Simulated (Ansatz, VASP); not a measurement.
**Cross-check of TePb between VASP and Ansatz**

One calculation is typed for both programs; each brings its own data sets and cutoff. How far apart do they land?

Main program and level: Ansatz 0.2.0; plane waves, with VASP 6.6.1 beside it; band structure at LDA, band structure at PBE and band structure at PBE, spin-orbit coupling.

## (1) The structure

Symmetry: Fm-3m, No. 225, cubic system. The conventional cell has a = 6.462 Å, b = 6.462 Å, c = 6.462 Å, α = 90.00°, β = 90.00°, γ = 90.00°. Nearest to Te lie 6 Pb at 3.23 Å. Nearest to Pb lie 6 Te at 3.23 Å. Farther neighbours and most contacts between anions are not listed.

Structure file:

```cif
data_structure
_symmetry_space_group_name_H-M 'P 1'
_symmetry_Int_Tables_number 1
_cell_length_a 4.5693
_cell_length_b 4.5693
_cell_length_c 4.5693
_cell_angle_alpha 60.000
_cell_angle_beta 60.000
_cell_angle_gamma 60.000
_cell_volume 67.46
loop_
_atom_site_label
_atom_site_type_symbol
_atom_site_fract_x
_atom_site_fract_y
_atom_site_fract_z
_atom_site_occupancy
Te1 Te 0.50000 0.50000 0.50000 1
Pb2 Pb 0.00000 0.00000 0.00000 1
```

## (2) Ansatz: band structure, LDA

Ansatz runs on its default PAW (the set named soft_2) files.

Levels along a path test the potential and the projectors away from the mesh points.

The input, input.yaml:

```yaml
crystal:
  lattice:
    - [0.0, 3.231, 3.231]
    - [3.231, 0.0, 3.231]
    - [3.231, 3.231, 0.0]
  atoms:
    - { symbol: Te, position: [0.5, 0.5, 0.5] }
    - { symbol: Pb, position: [0.0, 0.0, 0.0] }
hamiltonian:
  xc: lda
  pseudopotentials: { kind: paw }
kpoints:
  mp_grid: { grid: [4, 4, 4] }
  band_path:
    path:
      - [0.0, 0.0, 0.0]
      - [0.16667, 0.0, 0.16667]
      - [0.33333, 0.0, 0.33333]
      - [0.5, 0.0, 0.5]
      - [0.5, 0.08333, 0.58333]
      - [0.5, 0.18333, 0.68333]
      - [0.5, 0.25, 0.75]
      - [0.45, 0.3, 0.75]
      - [0.40833, 0.34167, 0.75]
      - [0.35, 0.35, 0.7]
      - [0.225, 0.225, 0.45]
      - [0.075, 0.075, 0.15]
      - [0.03333, 0.03333, 0.03333]
      - [0.23333, 0.23333, 0.23333]
      - [0.4, 0.4, 0.4]
      - [0.5, 0.5, 0.5]
      - [0.51667, 0.46667, 0.51667]
      - [0.55833, 0.38333, 0.55833]
      - [0.60833, 0.28333, 0.60833]
      - [0.60833, 0.25, 0.64167]
      - [0.55833, 0.25, 0.69167]
      - [0.51667, 0.25, 0.73333]
      - [0.5, 0.3, 0.7]
      - [0.5, 0.38333, 0.61667]
      - [0.5, 0.48333, 0.51667]
      - [0.475, 0.475, 0.55]
      - [0.425, 0.425, 0.65]
      - [0.38333, 0.38333, 0.73333]
      - [0.59167, 0.18333, 0.59167]
      - [0.55, 0.1, 0.55]
      - [0.5, 0.0, 0.5]
    npoints: 1
scf:
  occupations: { method: gaussian, width: 0.02 }
  n_extra_bands: 7
output:
  forces: true
  stress: true
  eigenvalues: true
```

Run with:

```sh
ansatz run input.yaml --threads 2 --pin off --max-ram 4608MiB --backend cpu --events-out ev --progress --plain --runs-dir out
```

Numbers of over 12 decimals in the logs are rounded to 6 here.

Output:

```text
scf.n_extra_bands = 7 over 15 filled bands (N_el = 30.0): the run solves 22 bands
Engine: ansatz 0.2.0, aarch64-unknown-linux-gnu
Pseudopotentials: kind: paw
Pseudopotential: Te, paw, valence charge 16, recommended cutoff 420 eV (normal), Te.paw.azcp
Pseudopotential: Pb, paw, valence charge 14, recommended cutoff 420 eV (normal), Pb.paw.azcp
Functional definition: SPW92
  exchange = slater_x
  correlation = pw_c
Crystal: 2 atoms, lattice volume = 67.459 Å³
Basis set: ecut = 420 eV, 1363 PW (Γ)
Bands: 22, of which v1, the nominal top of the filled ones, is band 15 counted from 1 (14 counted from 0)
Symmetry: 48 space group operations
Space group: Fm-3m (ITA 225), of the structure as read, at distance tolerance 4.1e-5 Å
k-points: 8 of 64
Non-local potential: Te, projectors of the file, l = 0: 2, l = 1: 2, l = 2: 2, l = 3: 2
Non-local potential: Pb, projectors of the file, l = 0: 2, l = 1: 2, l = 2: 2, l = 3: 2
PAW form: soft (Blöchl's): semilocal exchange-correlation on the pseudo side does not see the compensation charge
PAW frozen core: Te, regenerated for the run's functional, and the local potential with it (the file was generated under x = pbe(κ = 0.804, μ = 0.219515), c = pbe(β = 0.066725))
PAW frozen core: Pb, regenerated for the run's functional, and the local potential with it (the file was generated under x = pbe(κ = 0.804, μ = 0.219515), c = pbe(β = 0.066725))
PAW one-centre angular grid: Te, 590 points (default); XC on 64 Gauss nodes
PAW one-centre angular grid: Pb, 590 points (default); XC on 64 Gauss nodes
Initial density: superposition of atomic densities (neutral atoms: chi_scale 0, normalization atom), corrected by the library's trained network
Initial wavefunctions: pseudopotential atomic-orbital guess
Functional: x = slater, c = lda
SCF iter   1: F=—  HF=-18430.252257 eV  |F-HF|=—  |Δ(HF+E_count)|=         —  Δρ=4.29e-3  dr2=7.13e-3  ethr=1.77e-3  ⟨swp⟩=7.6  Hψ=969  notcnv=0
preconditioner: auto → none  [insulator: Δε(μ)=0.638 eV  Ē_g=16.893 eV  σ=0.020 eV  W_gap=1.00  n_scr=14 (ndim 8)  ℏωp=20.2 eV  f_vac=0.014  D(μ)=0.00/eV (n_scr^D=0)  ε∞_Penn≈2.4]
SCF iter   2: F=—  HF=-18430.248136 eV  |F-HF|=—  |Δ(HF+E_count)|=   4.12e-3  Δρ=1.79e-3  dr2=1.04e-3  ethr=2.38e-5  ⟨swp⟩=2.6  Hψ=376  notcnv=0  defer=17
SCF iter   3: F=—  HF=-18430.248007 eV  |F-HF|=—  |Δ(HF+E_count)|=   1.30e-4  Δρ=4.76e-4  dr2=3.02e-4  ethr=3.48e-6  ⟨swp⟩=2.0  Hψ=275  notcnv=0  defer=17
SCF iter   4: F=—  HF=-18430.247915 eV  |F-HF|=—  |Δ(HF+E_count)|=   9.15e-5  Δρ=1.58e-4  dr2=1.06e-5  ethr=1.01e-6  ⟨swp⟩=2.4  Hψ=211  notcnv=0  defer=17
SCF iter   5: F=—  HF=-18430.247912 eV  |F-HF|=—  |Δ(HF+E_count)|=   2.90e-6  Δρ=2.79e-5  dr2=6.15e-7  ethr=3.54e-8  ⟨swp⟩=2.2  Hψ=272  notcnv=0  defer=17
SCF iter   6: F=-18430.247912 eV  HF=-18430.247912 eV  |F-HF|=2.34e-9  |Δ(HF+E_count)|=   3.33e-7  Δρ=5.36e-6  dr2=1.59e-8  ethr=3.33e-10  ⟨swp⟩=9.2  Hψ=949  notcnv=0
SCF 1 converged in 6 iterations: F = -18430.247912 eV  dr2 = 1.59e-8
  greatest PAW one-centre occupation: 0.999 electrons in one spin orbital (limit 2), on the Te atom at site 0 (counted from 0), in its partial waves of l = 2
NSCF: frozen V_eff on 31 k-points
SCF converged after 6 iterations
Free energy (F): -18430.247912 eV
Harris-Foulkes:  -18430.247912 eV  (|F-HF|=2.34e-9)
Internal energy: -18430.247912 eV  (E = F + TS)
E sigma→0 (E₀):  -18430.247912 eV
Fermi energy:    8.663625 eV
--- Per-component energies (eV) ---
  E_band       = -325.193784
  E_kinetic    = 469.850127
  E_local      = -2396.332918  (includes V_loc(G=0)·N_el)
  E_nonlocal   = 49.381648
  E_hartree    = 1253.761159
  E_xc         = -343.337526
  E_vxc        = -238.733598  (∫ρ·V_xc dr)
  E_paw        = -14611.252023  (= ΣΔE_a)
  E_vpaw       = -716.884217  (= ΣTr[D̂ρ^β])
  E_aug_tail   = -0.000162  (compensation charges beyond the density's cutoff)
  E_ewald      = -2852.919164
  E_core_change = 0.600948  (= ΣΔE_core)
  E_smearing   = -0.000000  (= −TS)
  E_closure    = 0.000000  (closes the sum)
  Σ components = -18430.247912   (vs F -18430.247912, Δ=0.00e0)
--- Forces (eV/Å), atoms counted from 1 ---
  atom   1  Te     0.00000000    -0.00000000     0.00000000
  atom   2  Pb    -0.00000000     0.00000000     0.00000000
  max |Σ_I F_I| component: 3.45e-29 eV/Å
--- Stress (GPa, compression-positive) ---
       -1.712328      -0.000000      -0.000000
        0.000000      -1.712328      -0.000000
        0.000000      -0.000000      -1.712328
  P = ⅓ Tr σ = -1.7123 GPa (-17.123 kbar)
--- Band table (eV; the first three rows and the last of 8) ---
  k-point 0: bands = [... 11 lower, 2.6128, 7.0221, 7.0221, 7.0221, 12.3471, 12.3471, 12.3471, 14.2028, ... 3 higher]
  k-point 1: bands = [... 11 lower, 1.2401, 7.1909, 7.1909, 7.6792, 10.3969, 10.7556, 10.7556, 14.2852, ... 3 higher]
  k-point 2: bands = [... 11 lower, -0.3077, 7.4990, 7.4990, 8.3383, 8.9889, 9.5722, 9.5722, 16.6582, ... 3 higher]
  k-point 7: bands = [... 11 lower, 0.2820, 4.5713, 4.5713, 8.0125, 9.9457, 13.5424, 13.5424, 15.1448, ... 3 higher]
```

The job ended after 2.1 s (2 threads of Arm Neoverse N1, shared host; peak memory 0.29 GiB).

## (3) VASP: band structure, LDA

The same cell, functional (in two slightly different forms), mesh and smearing now go to VASP, with its own data sets and cutoff.

Lines of VASP's logs that name or quote its potential files are left out, and so is its time.

The input, INCAR:

```
SYSTEM = TePb
PREC = Accurate
ENCUT = 400
EDIFF = 1E-06
NELM = 100
ISMEAR = 0
SIGMA = 0.02
LREAL = .FALSE.
ALGO = Normal
GGA = CA
NBANDS = 22
LORBIT = 11
LWAVE = .FALSE.
LCHARG = .FALSE.
KPAR = 4
```

The input, POSCAR:

```
TePb
1.0
    0.0000000000      3.2310000000      3.2310000000
    3.2310000000      0.0000000000      3.2310000000
    3.2310000000      3.2310000000      0.0000000000
Te Pb
1 1
Direct
    0.5000000000      0.5000000000      0.5000000000
    0.0000000000      0.0000000000      0.0000000000
```

The input, KPOINTS:

```
Automatic mesh
0
Gamma
4 4 4
0 0 0
```

The input, KPOINTS_OPT:

```
Line mode
16
Line-mode
Reciprocal
  0.00000000   0.00000000   0.00000000 GAMMA
  0.50000000   0.00000000   0.50000000 X

  0.50000000   0.00000000   0.50000000 X
  0.50000000   0.25000000   0.75000000 W

  0.50000000   0.25000000   0.75000000 W
  0.37500000   0.37500000   0.75000000 K

  0.37500000   0.37500000   0.75000000 K
  0.00000000   0.00000000   0.00000000 GAMMA

  0.00000000   0.00000000   0.00000000 GAMMA
  0.50000000   0.50000000   0.50000000 L

  0.50000000   0.50000000   0.50000000 L
  0.62500000   0.25000000   0.62500000 U

  0.62500000   0.25000000   0.62500000 U
  0.50000000   0.25000000   0.75000000 W

  0.50000000   0.25000000   0.75000000 W
  0.50000000   0.50000000   0.50000000 L

  0.50000000   0.50000000   0.50000000 L
  0.37500000   0.37500000   0.75000000 K

  0.62500000   0.25000000   0.62500000 U
  0.50000000   0.00000000   0.50000000 X
```

PAW data sets: Te and Pb_d (PBE family, release 64).

Run with:

```sh
mpirun -np 4 vasp_std
```

Output:

```text
[banner, memory and clock lines left out]
running    4 mpi-ranks, on    1 nodes
 distrk:  each k-point on    1 cores,    4 groups
 distr:  one band on    1 cores,    1 groups

 POSCAR found type information on POSCAR TePb
 POSCAR found :  2 types and       2 ions
|                                                                             |
|               ----> ADVICE to this user running VASP <----                  |
|                                                                             |
|     You enforced a specific xc type in the INCAR file but a different       |
|     [... a line on the potential file left out ...]
|     I HOPE YOU KNOW WHAT YOU ARE DOING!                                     |
|                                                                             |

 LDA part: xc-table for (Slater(with rela. corr.)+CA(PZ))
 , standard interpolation
 POSCAR, INCAR and KPOINTS ok, starting setup
 FFT: planning ... GRIDC
 FFT: planning ... GRID_SOFT
 FFT: planning ... GRID
 WAVECAR not read
 entering main loop
       N       E                     dE             d eps       ncg     rms          rms(c)
DAV:   1     0.144520114473E+03    0.14452E+03   -0.75081E+03   352   0.699E+02
DAV:   2     0.135743127946E+01   -0.14316E+03   -0.13698E+03   358   0.232E+02
DAV:   3    -0.866257170382E+01   -0.10020E+02   -0.99617E+01   452   0.672E+01
DAV:   4    -0.893667600660E+01   -0.27410E+00   -0.27391E+00   432   0.118E+01
DAV:   5    -0.895143624305E+01   -0.14760E-01   -0.14759E-01   502   0.262E+00    0.325E+00
DAV:   6    -0.880403841074E+01    0.14740E+00   -0.27574E-01   514   0.408E+00    0.200E+00
DAV:   7    -0.879641943897E+01    0.76190E-02   -0.70370E-02   490   0.144E+00    0.940E-01
DAV:   8    -0.879609788161E+01    0.32156E-03   -0.77935E-03   448   0.693E-01    0.169E-01
DAV:   9    -0.879588249009E+01    0.21539E-03   -0.12978E-03   538   0.279E-01    0.474E-02
DAV:  10    -0.879588776380E+01   -0.52737E-05   -0.82971E-05   440   0.631E-02    0.229E-02
DAV:  11    -0.879588557625E+01    0.21875E-05   -0.18479E-05   496   0.343E-02    0.908E-03
DAV:  12    -0.879588563422E+01   -0.57966E-07   -0.12230E-06   346   0.705E-03
   1 F= -.87958856E+01 E0= -.87958856E+01  d E =-.150308E-36
 Start KPOINTS_OPT (optional k-point list driver)
k-point batch [1-8\160]
       N       E                     dE             ncg
DAV:   1     0.566540356573E+03   -0.18721E+03      352
DAV:   2    -0.742046282734E+03   -0.13086E+04      394
DAV:   3    -0.826702398536E+03   -0.84656E+02      406
DAV:   4    -0.828895533983E+03   -0.21931E+01      432
DAV:   5    -0.829009219167E+03   -0.11369E+00      520
DAV:   6    -0.829012571012E+03   -0.33518E-02      488
DAV:   7    -0.829012610220E+03   -0.39208E-04      512
DAV:   8    -0.829012610535E+03   -0.31483E-06      300
[...]
k-point batch [153-160\160]
       N       E                     dE             ncg
DAV:   1     0.358401086669E+03   -0.40046E+04      352
DAV:   2    -0.830856161115E+03   -0.11893E+04      370
DAV:   3    -0.917271444597E+03   -0.86415E+02      494
DAV:   4    -0.919523437716E+03   -0.22520E+01      432
DAV:   5    -0.919639550693E+03   -0.11611E+00      482
DAV:   6    -0.919642879938E+03   -0.33292E-02      478
DAV:   7    -0.919642910681E+03   -0.30743E-04      544
DAV:   8    -0.919642911085E+03   -0.40401E-06      400
```

Parts of OUTCAR (step 3):

```text
ion  position               nearest neighbor table
   1  0.500  0.500  0.500-   2 3.23   2 3.23   2 3.23   2 3.23   2 3.23   2 3.23
   2  0.000  0.000  0.000-   1 3.23   1 3.23   1 3.23   1 3.23   1 3.23   1 3.23

  LATTYP: Found a face centered cubic cell.
 ALAT       =     6.4620000000

 Subroutine GETGRP returns: Found 48 space group operations
 (whereof 48 operations were pure point group operations)

The static configuration has the point symmetry O_h .

 Found      8 irreducible k-points:

   k-points           NKPTS =      8   k-points in BZ     NKDIM =      8   number of bands    NBANDS=     22

   dimension x,y,z NGX =    30 NGY =   30 NGZ =   30
   dimension x,y,z NGXF=    60 NGYF=   60 NGZF=   60

   ENCUT  =  400.0 eV  29.40 Ry    5.42 a.u.   7.45  7.45  7.45*2*pi/ulx,y,z

   NELECT =      20.0000    total number of electrons

 k-points in reciprocal lattice and weights: Automatic mesh
   0.00000000  0.00000000  0.00000000       0.016
   0.25000000  0.00000000  0.00000000       0.125
   0.50000000  0.00000000  0.00000000       0.062
   0.25000000  0.25000000  0.00000000       0.094
   0.50000000  0.25000000  0.00000000       0.375
  -0.25000000  0.25000000  0.00000000       0.188
   0.50000000  0.50000000  0.00000000       0.047
  -0.25000000  0.50000000  0.25000000       0.094

 average (electrostatic) potential at core
       1 -88.1054       2 -91.6095

 E-fermi :   5.4977

 k-point     1 :       0.0000    0.0000    0.0000
  band No.  band energies     occupation
    ...
      6      -6.7340      2.00000
      7      -0.3522      2.00000
      8       3.9789      2.00000
      9       3.9789      2.00000
     10       3.9789      2.00000
     11       9.3130      0.00000
     12       9.3130      0.00000
     13       9.3130      0.00000
     14      11.1213      0.00000
     15      11.1213      0.00000
    ...

 k-point     2 :       0.2500    0.0000    0.0000
  band No.  band energies     occupation
    ...
      6      -6.2125      2.00000
      7      -1.7535      2.00000
      8       4.1487      2.00000
      9       4.1487      2.00000
     10       4.6542      2.00000
     11       7.3658      0.00000
     12       7.7099      0.00000
     13       7.7099      0.00000
     14      11.2245      0.00000
     15      12.2132      0.00000
    ...

 k-point     3 :       0.5000    0.0000    0.0000
  band No.  band energies     occupation
    ...
      6      -5.2874      2.00000
      7      -3.3305      2.00000
      8       4.4596      2.00000
      9       4.4596      2.00000
     10       5.3216      2.00000
     11       5.9567      0.00000
     12       6.5211      0.00000
     13       6.5211      0.00000
     14      13.6262      0.00000
     15      14.5194      0.00000
    ...

  Total       -0.6514520     -0.6514520     -0.6514520     -0.0000000     -0.0000000      0.0000000
  in kB      -15.4722020    -15.4722020    -15.4722020     -0.0000000     -0.0000000      0.0000000
  external PRESSURE =     -15.4722020 kB  Pullay stress =       0.0000000 kB

  energy-cutoff  :      400.00
  volume of cell :       67.46
      direct lattice vectors                 reciprocal lattice vectors
     0.000000000  3.231000000  3.231000000    -0.154750851  0.154750851  0.154750851
     3.231000000  0.000000000  3.231000000     0.154750851 -0.154750851  0.154750851
     3.231000000  3.231000000  0.000000000     0.154750851  0.154750851 -0.154750851

 POSITION                                       TOTAL-FORCE (eV/Angst)
 -----------------------------------------------------------------------------------
      3.23100      3.23100      3.23100        -0.000000      0.000000     -0.000000
      0.00000      0.00000      0.00000         0.000000     -0.000000      0.000000
 -----------------------------------------------------------------------------------
    total drift:                               -0.000000      0.000000      0.000000

  FREE ENERGIE OF THE ION-ELECTRON SYSTEM (eV)
  ---------------------------------------------------
  free  energy   TOTEN  =        -8.7958856342 eV

  energy  without entropy=       -8.7958856342  energy(sigma->0) =       -8.79588563

 total charge
# of ion       s       p       d       tot
------------------------------------------
    1        1.386   1.983   0.018   3.387
    2        1.445   0.590   9.832  11.866
--------------------------------------------------
tot          2.830   2.573   9.850  15.253

[... 3 further parts left out ...]
```

Spin-orbit coupling is off here; with elements this heavy it splits and shifts levels by tenths of an eV or more. The PAW data sets were made with PBE, though LDA sets exist; this is a small mismatch.

## (4) Comparison

Known differences besides the potentials themselves: the two LDA forms differ slightly; the data sets hold 30 valence electrons in Ansatz (default PAW (the set named soft_2) files) and 20 in VASP; the cutoff is 420 eV in Ansatz and 400 eV in VASP; Ansatz makes its cores anew for this functional, VASP keeps those of its PBE data sets; VASP's log shows a relativistic correction to its local exchange, Ansatz's none. Total energies have different zeros and are not compared.

Both answers:

```
                     quantity  Ansatz   VASP  difference
               pressure (GPa)   -1.71  -1.55       -0.17
gap over the path points (eV)   0.651  0.635      +0.015
```

Levels at points of the path, from each program's valence-band top (eV; 4 filled, then empty):

```
k (reciprocal lattice)                                  Ansatz                                    VASP
     0.000 0.000 0.000  -5.73 -1.32 -1.32 -1.32 4.01 4.01 4.01  -5.67 -1.34 -1.34 -1.34 3.99 3.99 3.99
     0.167 0.000 0.167  -6.47 -1.75 -1.75 -0.32 1.68 4.14 4.14  -6.43 -1.78 -1.78 -0.33 1.66 4.12 4.12
     0.333 0.000 0.333  -7.26 -2.88 -2.47 -2.47 3.65 4.24 4.86  -7.24 -2.91 -2.50 -2.50 3.60 4.23 4.85
     0.500 0.000 0.500  -7.38 -4.48 -2.78 -2.78 3.31 5.40 5.40  -7.37 -4.52 -2.81 -2.81 3.26 5.39 5.39
     0.500 0.083 0.583  -7.57 -4.40 -2.94 -2.33 3.60 4.46 5.54  -7.56 -4.44 -2.97 -2.36 3.55 4.45 5.53
     0.500 0.183 0.683  -7.95 -4.08 -3.41 -0.99 2.42 4.51 5.80  -7.95 -4.12 -3.45 -1.01 2.40 4.47 5.79
     0.500 0.250 0.750  -8.06 -3.77 -3.77 -0.33 1.61 5.20 5.20  -8.06 -3.81 -3.81 -0.34 1.58 5.18 5.18
     0.450 0.300 0.750  -8.04 -3.98 -3.34 -0.80 2.12 4.67 5.63  -8.04 -4.02 -3.38 -0.82 2.10 4.64 5.61
     0.408 0.342 0.750  -8.04 -4.08 -2.76 -1.54 2.94 4.20 5.34  -8.04 -4.12 -2.79 -1.57 2.93 4.18 5.31
     0.350 0.350 0.700  -8.17 -3.94 -2.06 -1.82 3.15 3.28 5.62  -8.17 -3.98 -2.09 -1.84 3.15 3.26 5.61
```

Among the levels compared at these points, filled levels agree within 52 meV and empty ones within 51 meV.

## (5) Ansatz: band structure, PBE

The same path points are solved in both programs, so levels can be compared one by one.

Edit input.yaml of step 2 so:

```diff
@@ -9,3 +9,3 @@
 hamiltonian:
-  xc: lda
+  xc: pbe
   pseudopotentials: { kind: paw }
@@ -54 +54,5 @@
   eigenvalues: true
+  write_density: true
+  write_potential: true
+  elf: true
+  volumetric_format: npy
```

Run with:

```sh
ansatz run input.yaml --threads 2 --pin off --max-ram 4608MiB --backend cpu --events-out ev --progress --plain --runs-dir out
```

Output:

```text
[...]
Crystal: 2 atoms, lattice volume = 67.459 Å³
Basis set: ecut = 420 eV, 1363 PW (Γ), exchange–correlation on 64×64×64 points (8 copies of the dense FFT grid, shifted against one another)
Bands: 22, of which v1, the nominal top of the filled ones, is band 15 counted from 1 (14 counted from 0)
Symmetry: 48 space group operations
[...]
k-points: 8 of 64
[...]
k-point 0: bands = [... 11 lower, 3.1081, 7.3493, 7.3493, 7.3493, 12.7761, 12.7761, 12.7761, 14.5178, ... 3 higher]
  k-point 1: bands = [... 11 lower, 1.6917, 7.5128, 7.5128, 8.0447, 10.8218, 11.1516, 11.1516, 14.6605, ... 3 higher]
  k-point 2: bands = [... 11 lower, 0.1201, 7.8071, 7.8071, 8.7024, 9.4321, 9.9715, 9.9715, 17.0765, ... 3 higher]
  k-point 7: bands = [... 11 lower, 0.7258, 4.9119, 4.9119, 8.3396, 10.3712, 13.9228, 13.9228, 15.5501, ... 3 higher]
[key lines of the parts left out:]
SCF converged after 6 iterations
Free energy (F): -18887.156848 eV
Fermi energy:    9.067278 eV
P = ⅓ Tr σ = 2.1411 GPa (21.411 kbar)
```

The job ended after 2.3 s (2 threads; peak memory 0.3 GiB).

[end of part 1 of 2]

[Lines on the potential files, build, host, timing and source positions are cut from VASP's logs without a mark.]

[Logs are printed without paths, hosts, clocks, repeated set-up lines and the standing remarks that a program may print on its own settings, such as how far it seeks lower states.]

[Hosts, paths, dates, database ids (printed as entryN), source tags and the programs' standing remarks are cut or masked in the printed files.]

[VASP's PBE data sets in a run with another functional are called a small mismatch above; for pressures it isn't always small: they can move by 1 GPa and more.]
